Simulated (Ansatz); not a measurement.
# W2NOS MXene monolayer in a perpendicular field, part 3 of 3

Aim: how the W2NOS MXene monolayer screens a field along its normal, and what the field does to its bands. A positive field points along +c.

Ansatz 0.2.0; plane-wave DFT, PBE-D3(BJ), Ansatz PAW (set soft_1); PAW set soft_1 (the session's first sound run).

So far. Step 7 (Single point, field 0.2 V/Å): The dipole is 0.0102 e·Å, 0.0600 e·Å from its value without field. Step 8 (Atoms held, field 0.3 V/Å): The dipole is 0.0402 e·Å, 0.0901 e·Å from its value without field.

## (9) Response, atoms held

This step: plane-wave DFT, PBE-D3(BJ), Ansatz PAW (set soft_1); response to a field along the normal, atoms held; PAW set soft_1 (Ansatz 0.2.0).

The dipoles give the slope, and the difference of two potentials shows where the field is screened.

Numbers from this step:

- equivalent conductor thickness p/(ε₀AE): 7.331 Å
- distance between the outer atoms: 5.752 Å

Dipole of the cell against applied field:

| applied field (V/Å) | dipole of the cell (e·Å) |
| --- | --- |
| -0.050 | -0.0649 |
| 0.000 | -0.0499 |
| 0.050 | -0.0349 |
| 0.100 | -0.0199 |
| 0.200 | 0.0102 |
| 0.300 | 0.0402 |

Local field over the applied field, running mean. From the potentials at -0.05 and 0.05 V/Å; running mean over 2.5 Å. Local field over applied field against z:

| z (Å) | local field over applied field |
| --- | --- |
| 4.5 | 0.999 |
| 5.0 | 0.996 |
| 5.5 | 0.988 |
| 6.0 | 0.967 |
| 6.5 | 0.914 |
| 7.0 | 0.805 |
| 7.5 | 0.646 |
| 8.0 | 0.469 |
| 8.5 | 0.290 |
| 9.0 | 0.153 |
| 9.5 | 0.0740 |
| 10.0 | 0.0322 |
| 10.5 | 0.0156 |
| 11.0 | 0.0137 |
| 11.5 | 0.00284 |
| 12.0 | -0.00716 |
| 12.5 | 0.00386 |
| 13.0 | 0.0188 |
| 13.5 | 0.0504 |
| 14.0 | 0.116 |
| 14.5 | 0.238 |
| 15.0 | 0.402 |
| 15.5 | 0.580 |
| 16.0 | 0.748 |
| 16.5 | 0.883 |
| 17.0 | 0.959 |
| 17.5 | 0.988 |
| 18.0 | 0.996 |
| 18.5 | 0.999 |
| 19.0 | 1.000 |
| 19.5 | 1.000 |

Electrons, planar mean, per unit field. Induced electron density against z:

| z (Å) | induced electron density (e/Å³ per V/Å) |
| --- | --- |
| 4.5 | 5.0e-6 |
| 5.0 | 1.6e-5 |
| 5.5 | 5.1e-5 |
| 6.0 | 1.5e-4 |
| 6.5 | 4.3e-4 |
| 7.0 | 0.00111 |
| 7.5 | 0.00250 |
| 8.0 | 0.00366 |
| 8.5 | 0.00176 |
| 9.0 | 0.00125 |
| 9.5 | 1.8e-4 |
| 10.0 | -0.00104 |
| 10.5 | 9.9e-4 |
| 11.0 | 1.9e-4 |
| 11.5 | -1.5e-4 |
| 12.0 | 1.7e-4 |
| 12.5 | -1.3e-4 |
| 13.0 | -1.2e-4 |
| 13.5 | -8.5e-4 |
| 14.0 | 2.0e-4 |
| 14.5 | -0.00196 |
| 15.0 | -0.00240 |
| 15.5 | -0.00366 |
| 16.0 | -0.00167 |
| 16.5 | -5.5e-4 |
| 17.0 | -1.7e-4 |
| 17.5 | -4.6e-5 |
| 18.0 | -1.3e-5 |
| 18.5 | -3.5e-6 |
| 19.0 | -8.8e-7 |
| 19.5 | -2.6e-7 |

By hand: between -0.05 and 0.05 V/Å the dipole changes by 0.03000 e·Å, a slope of 0.3000 e·Å²/V. A perfect conductor of thickness t has p = ε₀AEt, so t = 180.95 × 0.3000 / 7.405 = 7.33 Å (e/ε₀ = 180.95 V·Å, A in Å²).

The induced dipole is that of a conductor 7.33 Å thick.

## (10) With spin-orbit coupling, k-mesh 12×12×1

This step: plane-wave DFT, PBE, fully relativistic PAW with spin-orbit coupling; PAW set soft_1 (Ansatz 0.2.0).

Heavy atoms split their bands by spin-orbit coupling, so this run uses fully relativistic files and two-component states.

input.yaml reads:

```yaml
crystal:
  lattice:
    - [2.9242063355, 0.0, 0.0]
    - [-1.4621031677, 2.5324369724, 0.0]
    - [0.0, 0.0, 23.7517166643]
  atoms:
    - { symbol: S, position: [0.3333333333, 0.6666666667, 0.3789199799] }
    - { symbol: W, position: [0.6666666667, 0.3333333333, 0.4493670637] }
    - { symbol: "N", position: [0.0, 0.0, 0.514413145] }
    - { symbol: W, position: [0.3333333333, 0.6666666667, 0.5707308791] }
    - { symbol: O, position: [0.6666666667, 0.3333333333, 0.6210800201] }
kpoints:
  mp_grid: { grid: [12, 12, 1] }
  band_path: { path: [[0, 0, 0], [0.12, 0, 0]], npoints: 24 }
hamiltonian:
  xc: pbe
  pseudopotentials: { kind: paw_fr, azcp: { folder: soft_1 } }
magnetization:
  noncollinear: true
  spin_orbit: true
scf:
  occupations: { method: fermi_dirac, width: 0.02585 }
  convergence: { dr2_threshold: 1.0e-09 }
efield:
  axis: 3
  dipole_correction: true
  ramp_position: 0.97
  ramp_width: 0.06
  amplitude: 0
output:
  write_potential: true
  write_density: true
  volumetric_format: npy
```

The run is started by

```sh
> ansatz run input.yaml --threads 4 --pin off --max-ram 6144MiB --backend cpu --events-out ev --progress --plain --runs-dir out
```

Numbers of over 12 decimals in the logs are rounded to 6 here.

What it wrote:

```text
[...]
non-collinear run that drives no moment, with spin-orbit: no starting moment large enough to seed its density (crystal.atoms[].spin), no starting occupations that ask for one, no magnetisation constraint and no magnetic field, so the semilocal B_xc is pinned to zero
Crystal: 5 atoms, lattice volume = 175.890 Å³
Basis set: ecut = 420 eV, 3367 PW (Γ)
Bands: 56, of which v1, the nominal top of the filled ones, is band 45 counted from 1 (44 counted from 0)
Symmetry: 6 space group operations + 6 with time reversal
[...]
k-points: 19 of 144 (time reversal used)
Projection manifold: j_resolved (fully-relativistic pseudo-atomic orbitals)
[...]
SCF iter   1: F=—  HF=-22677.971503 eV  |F-HF|=—  |Δ(HF+E_count)|=         —  Δρ=8.02e-2  dr2=1.35e1  dr2_m=0.00e0 (ungated)  ethr=3.10e-3  |M|=0.00e0 ∫|m|=0.00e0 μB  |m|>n=0.0e0 m-floor=0.0e0 τ_xc=0.0e0  β_m=1.00  p=0.000 e·Å  D=8.31e-8 V/Å  ΔV_dip=-0.00 eV  dr2_dipole=3.23e-2  V_vac-E_F(+/−)=6.29/6.29 eV  ⟨swp⟩=10.4  Hψ=6853  notcnv=0
[...]
spin=Noncollinear: LDOS preconditioning applied to the charge; magnetization (m_x, m_y, m_z) channels mix plain (no charge-response kernel on spin).
SCF iter   2: F=—  HF=-22677.645649 eV  |F-HF|=—  |Δ(HF+E_count)|=   3.26e-1  Δρ=9.09e-2  dr2=1.52e1  dr2_m=0.00e0 (ungated)  ethr=3.10e-3  |M|=0.00e0 ∫|m|=0.00e0 μB  |m|>n=0.0e0 m-floor=0.0e0 τ_xc=0.0e0  β_m=0.69  p=-0.118 e·Å  D=-1.22e-1 V/Å  ΔV_dip=2.89 eV  dr2_dipole=3.13e-1  V_vac-E_F(+/−)=5.48/2.59 eV  ⟨swp⟩=5.8  Hψ=3342  notcnv=0  defer=73
[...]
SCF iter  10: F=-22674.696837 eV  HF=-22674.696837 eV  |F-HF|=1.46e-10  |Δ(HF+E_count)|=   1.43e-9  Δρ=4.51e-7  dr2=5.04e-10  dr2_m=0.00e0 (ungated)  ethr=2.22e-12  |M|=0.00e0 ∫|m|=0.00e0 μB  |m|>n=0.0e0 m-floor=0.0e0 τ_xc=0.0e0  p=-0.050 e·Å  D=-5.15e-2 V/Å  ΔV_dip=1.22 eV  dr2_dipole=8.97e-11  V_vac-E_F(+/−)=6.14/4.91 eV  ⟨swp⟩=14.5  Hψ=4723  notcnv=0
SCF 1 converged in 10 iterations: F = -22674.696837 eV  dr2 = 5.04e-10
[...]
SCF converged after 10 iterations
Magnetization: |M| = 0.0000 μB,  M = (+0.0000, +0.0000, +0.0000) μB
Absolute magnetization: 0.0000 μB (∫|m|)
  site 0: m = (+0.0000, +0.0000, +0.0000) μB, |m| = 0.0000 μB  (R = 0.98 Å)
  site 1: m = (+0.0000, +0.0000, +0.0000) μB, |m| = 0.0000 μB  (R = 0.94 Å)
  site 2: m = (+0.0000, +0.0000, +0.0000) μB, |m| = 0.0000 μB  (R = 0.89 Å)
  site 3: m = (+0.0000, +0.0000, +0.0000) μB, |m| = 0.0000 μB  (R = 0.85 Å)
  site 4: m = (+0.0000, +0.0000, +0.0000) μB, |m| = 0.0000 μB  (R = 0.85 Å)
Free energy (F): -22674.696837 eV
[...]
Internal energy: -22674.692308 eV  (E = F + TS)
E sigma→0 (E₀):  -22674.694573 eV
Entropy (-TS):   -0.004529 eV (-0.906 meV/atom)
Fermi energy:    2.121370 eV
Dipole field:    D = -0.051505 V/Å  (p = -0.050064 e·Å, saw-weighted, corrected)
Work function:   Φ+ = 6.1379 eV   Φ− = 4.9146 eV
[...]
--- Band table (eV; the first three rows and the last of 19) ---
  k-point 0: bands = [... 41 lower, 0.5329, 1.5409, 1.5409, 1.5968, 1.5968, 2.1894, 2.1894, 2.3260, ... 7 higher]
  k-point 1: bands = [... 41 lower, 0.3385, 1.5199, 1.5676, 1.8174, 1.8541, 2.0925, 2.1662, 2.3214, ... 7 higher]
  k-point 2: bands = [... 41 lower, 0.2601, 1.2805, 1.3264, 1.7953, 1.8583, 2.0696, 2.1000, 2.7749, ... 7 higher]
  k-point 18: bands = [... 41 lower, 1.6902, 2.0812, 2.1897, 2.8752, 2.9196, 2.9432, 3.0122, 3.2711, ... 7 higher]
```

The job ended after 26 s (4 threads of Arm Neoverse V2, shared host; peak memory 1.2 GiB).

This step gave:

* energy at zero smearing: -22674.6946 eV
* work function, upper face: 6.138 eV
* work function, lower face: 4.915 eV
* dipole along the normal: -0.05006 e·Å
* step between the vacuum levels: 1.223 eV

The electronic bands at the labelled points (eV, zero at the Fermi level):

| point | band 43 | band 44 | band 45 | band 46 | band 47 | band 48 | band 49 | band 50 |
| --- | --- | --- | --- | --- | --- | --- | --- | --- |
| Γ | -0.58 | -0.58 | -0.52 | -0.52 | 0.07 | 0.07 | 0.20 | 0.20 |
| halfway | -0.56 | -0.53 | -0.39 | -0.36 | 0.02 | 0.07 | 0.18 | 0.18 |
| end | -0.72 | -0.67 | -0.25 | -0.18 | -0.14 | 0.01 | 0.35 | 0.44 |

The work function of the upper face is 6.14 eV.

## (11) Spin splitting near the zone centre, field 0

This step: plane-wave DFT, PBE, fully relativistic PAW with spin-orbit coupling; spin splitting near the zone centre; PAW set soft_1 (Ansatz 0.2.0).

Levels that meet at the zone centre are followed outwards; a split that grows in proportion to k gives the Rashba parameter as ΔE/2k.

This step gave:

- largest split over 2k that stays linear in k: 0.2559 eV Å

Groups of levels that meet at the zone centre and whose split, tested at two k, grows in proportion to k or stays under 1 meV; groups that fail this test are left out. Spin splitting, by row:

| level at the first point (eV from the Fermi level) | states | split at k = 0.025 1/A (eV) | split over 2k (eV Å) |
| --- | --- | --- | --- |
| -2.283 | 2 | 0.0069 | 0.1391 |
| -1.589 | 2 | 8.00e-4 | 0 |
| 0.068 | 2 | 0.0112 | 0.2257 |
| 0.2046 | 2 | 0 | 0 |
| 0.4595 | 2 | 0.0127 | 0.2559 |

## (12) With spin-orbit coupling, k-mesh 12×12×1, field 0.1 V/Å

This step: plane-wave DFT, PBE, fully relativistic PAW with spin-orbit coupling; PAW set soft_1 (Ansatz 0.2.0).

The same in a field along the normal.

input.yaml: that of step 10 with these lines changed.

```diff
@@ -26,5 +26,5 @@
   dipole_correction: true
-  ramp_position: 0.97
-  ramp_width: 0.06
-  amplitude: 0
+  ramp_position: 0.931
+  ramp_width: 0.1217
+  amplitude: 0.1
 output:
```

What it wrote:

```text
[...]
Crystal: 5 atoms, lattice volume = 175.890 Å³
Basis set: ecut = 420 eV, 3367 PW (Γ)
Bands: 56, of which v1, the nominal top of the filled ones, is band 45 counted from 1 (44 counted from 0)
Symmetry: 6 space group operations + 6 with time reversal
[...]
k-points: 19 of 144 (time reversal used)
[...]
k-point 0: bands = [... 41 lower, 0.5365, 1.5450, 1.5450, 1.6011, 1.6011, 2.1944, 2.1944, 2.3283, ... 7 higher]
  k-point 1: bands = [... 41 lower, 0.3408, 1.5244, 1.5724, 1.8222, 1.8590, 2.0958, 2.1705, 2.3248, ... 7 higher]
  k-point 2: bands = [... 41 lower, 0.2588, 1.2852, 1.3312, 1.8002, 1.8631, 2.0740, 2.1040, 2.7799, ... 7 higher]
  k-point 18: bands = [... 41 lower, 1.6942, 2.0822, 2.1916, 2.8794, 2.9228, 2.9492, 3.0171, 3.2756, ... 7 higher]
[key lines of the parts left out:]
SCF converged after 10 iterations
Magnetization: |M| = 0.0000 μB,  M = (+0.0000, +0.0000, +0.0000) μB
Free energy (F): -22674.693329 eV
Fermi energy:    2.125697 eV
Dipole field:    D = -0.020681 V/Å  (p = -0.020103 e·Å, saw-weighted, corrected)
```

Wall time 29 s (4 threads); peak memory 1.2 GiB.

This step gave:

```yaml
energy_at_zero_smearing: -22674.6911 eV
dipole_along_the_normal: -0.02010 e·Å
```

The dipole is -0.0201 e·Å.

## (13) Spin splitting near the zone centre, field 0.1 V/Å

This step: plane-wave DFT, PBE, fully relativistic PAW with spin-orbit coupling; spin splitting near the zone centre; PAW set soft_1 (Ansatz 0.2.0).

This step gave:

| Quantity | Value |
| --- | --- |
| largest split over 2k that stays linear in k | 0.2580 eV Å |

## (14) A changed input

This step: plane-wave DFT, PBE-D3(BJ), Ansatz PAW (Ansatz 0.2.0).

An input spoilt on purpose, to show how the run answers: it repeats the earlier run at 0.05 V/Å with crystal.atoms[0].spin to 2.0, and scf.max_iter set to 75.

input.yaml reads:

```yaml
crystal:
  lattice:
    - [2.9242063355, 0.0, 0.0]
    - [-1.4621031677, 2.5324369724, 0.0]
    - [0.0, 0.0, 23.7517166643]
  atoms:
    - { symbol: S, position: [0.3333333333, 0.6666666667, 0.3789199799], spin: 2.0 }
    - { symbol: W, position: [0.6666666667, 0.3333333333, 0.4493670637] }
    - { symbol: "N", position: [0.0, 0.0, 0.514413145] }
    - { symbol: W, position: [0.3333333333, 0.6666666667, 0.5707308791] }
    - { symbol: O, position: [0.6666666667, 0.3333333333, 0.6210800201] }
kpoints:
  mp_grid: { grid: [18, 18, 1] }
  band_path:
    path: [[0, 0, 0], [0.5, 0, 0], [0.33333333, 0.33333333, 0], [0, 0, 0]]
    npoints: 16
hamiltonian:
  xc: pbe
  dispersion: d3bj
  pseudopotentials: { kind: paw, azcp: { folder: soft_1 } }
scf:
  occupations: { method: fermi_dirac, width: 0.02585 }
  convergence: { dr2_threshold: 1.0e-10 }
  max_iter: 75
efield:
  axis: 3
  dipole_correction: true
  ramp_position: 0.97
  ramp_width: 0.06
  amplitude: 0.05
output:
  write_potential: true
  write_density: true
  volumetric_format: npy
```

What it wrote:

```text
Error: inconsistent input (magnetization.spin_polarized): false but per-atom `spin:`, `per_species`, `initial_magnetization`, `magnetic_field`, or `spin_locking` is set
```

Run time: 0.02 s. Hardware: 4 threads; peak memory 0.031 GiB.

The input was rejected at the start.

The program's message: “Error: inconsistent input (magnetization.spin_polarized): false but per-atom `spin:`, `per_species`, `initial_magnetization`, `magnetic_field`, or `spin_locking` is set”

The fault put into the input: a moment without spin polarisation.

## (15) Varying the input

This step: plane-wave DFT, PBE-D3(BJ), Ansatz PAW (set soft_1) (Ansatz 0.2.0).

Another changed input: it repeats the earlier run at 0.05 V/Å with scf.convergence.dr2_threshold from 1e-10 to 1e-06, basis.xc_grid to 2 and accuracy to low.

input.yaml: that of step 14 with these lines changed.

```diff
@@ -6,3 +6,3 @@
   atoms:
-    - { symbol: S, position: [0.3333333333, 0.6666666667, 0.3789199799], spin: 2.0 }
+    - { symbol: S, position: [0.3333333333, 0.6666666667, 0.3789199799] }
     - { symbol: W, position: [0.6666666667, 0.3333333333, 0.4493670637] }
@@ -22,4 +22,3 @@
   occupations: { method: fermi_dirac, width: 0.02585 }
-  convergence: { dr2_threshold: 1.0e-10 }
-  max_iter: 75
+  convergence: { dr2_threshold: 1.0e-06 }
 efield:
@@ -34 +33,4 @@
   volumetric_format: npy
+basis:
+  xc_grid: 2
+accuracy: low
```

What it wrote:

```text
[...]
Crystal: 5 atoms, lattice volume = 175.890 Å³
Basis set: ecut = 420 eV, 3367 PW (Γ), exchange–correlation on 40×40×320 points (8 copies of the dense FFT grid, shifted against one another)
Bands: 28, of which v1, the nominal top of the filled ones, is band 23 counted from 1 (22 counted from 0)
Symmetry: 6 space group operations
[...]
k-points: 37 of 324 (time reversal used)
[...]
SCF iter   1: F=—  HF=-22630.182766 eV  |F-HF|=—  |Δ(HF+E_count)|=         —  Δρ=7.95e-2  dr2=1.33e1  ethr=3.10e-3  p=0.016 e·Å  D=1.63e-2 V/Å  ΔV_dip=-0.39 eV  dr2_dipole=1.86e-2  V_vac-E_F(+/−)=6.67/5.97 eV  ⟨swp⟩=11.8  Hψ=6368  notcnv=0
[...]
SCF iter   9: F=-22626.989499 eV  HF=-22626.989499 eV  |F-HF|=1.19e-7  |Δ(HF+E_count)|=   4.59e-7  Δρ=3.42e-6  dr2=3.05e-8  ethr=2.22e-9  p=-0.035 e·Å  D=-3.59e-2 V/Å  ΔV_dip=0.85 eV  dr2_dipole=3.42e-9  V_vac-E_F(+/−)=6.43/4.49 eV  ⟨swp⟩=8.6  Hψ=3422  notcnv=0
SCF 1 converged in 9 iterations: F = -22626.989499 eV  dr2 = 3.05e-8
[...]
SCF converged after 9 iterations
Free energy (F): -22626.989499 eV
[...]
Internal energy: -22626.981892 eV  (E = F + TS)
E sigma→0 (E₀):  -22626.985696 eV
Entropy (-TS):   -0.007607 eV (-1.521 meV/atom)
Fermi energy:    2.173092 eV
Dipole field:    D = -0.035816 V/Å  (p = -0.034814 e·Å, saw-weighted, corrected)
Work function:   not extracted (applied field tilts the vacuum); planar V_es + V_field profile in the machine report
[...]
--- Band table (eV; the first three rows and the last of 37) ---
  k-point 0: bands = [... 19 lower, 0.4208, 0.4208, 1.5553, 1.5553, 2.2924, 2.2924, 2.3878, 4.8943, ... 1 higher]
  k-point 1: bands = [... 19 lower, 0.2395, 0.3079, 1.5865, 1.7130, 2.2064, 2.3062, 2.4433, 4.7609, ... 1 higher]
  k-point 2: bands = [... 19 lower, 0.1481, 0.1790, 1.4641, 1.9027, 2.0529, 2.4974, 2.6323, 4.5602, ... 1 higher]
  k-point 36: bands = [... 19 lower, -2.1185, 1.7226, 2.1390, 2.9937, 2.9990, 3.1598, 4.1206, 5.2021, ... 1 higher]
```

It took 10 s on 4 threads; peak memory 0.52 GiB; 38 s of CPU time.

| quantity | this run | earlier run | difference |
| --- | --- | --- | --- |
| dipole along the normal (e·Å) | -0.03481 | -0.03489 | 7.7e-5 |

The dipole moves by under 0.5 % or 5e-5 e·Å. The run took 9 SCF cycles against 12.

The change did no harm here.

## (16) Outcome

* gap without field: none
* work function, upper face: 6.07 eV
* step between the vacuum levels: 1.22 eV
* equivalent conductor thickness, atoms held: 7.33 Å
* largest split over 2k that stays linear in k at 0 V/Å: 0.256 eV Å
* largest split over 2k that stays linear in k at 0.1 V/Å: 0.258 eV Å

The induced dipole equals that of a perfect conductor 7.33 Å thick, while the outer atoms lie 5.75 Å apart. The two faces differ: the vacuum level above lies 1.22 eV higher than the one below. There is no gap over 0.03 eV, with or without the field. The main runs have no spin polarisation; a magnetic state could lie lower and would change these results. The field series itself is without spin-orbit coupling. The MXene's terminations sit over the metal atoms of its far layer; the site over carbon or nitrogen, which some compounds prefer, was not run.

[Logs are printed without paths, hosts, clocks, repeated set-up lines and the standing remarks that a program may print on its own settings, such as how far it seeks lower states.]

[Hosts, paths, dates, database ids (printed as entryN), source tags and the programs' standing remarks are cut or masked in the printed files.]

[Maps of the electrostatic potential energy from Ansatz leave out the sawtooth potential of an applied field or a dipole correction, so their vacuum need not be flat; planar profiles and work functions include it.]
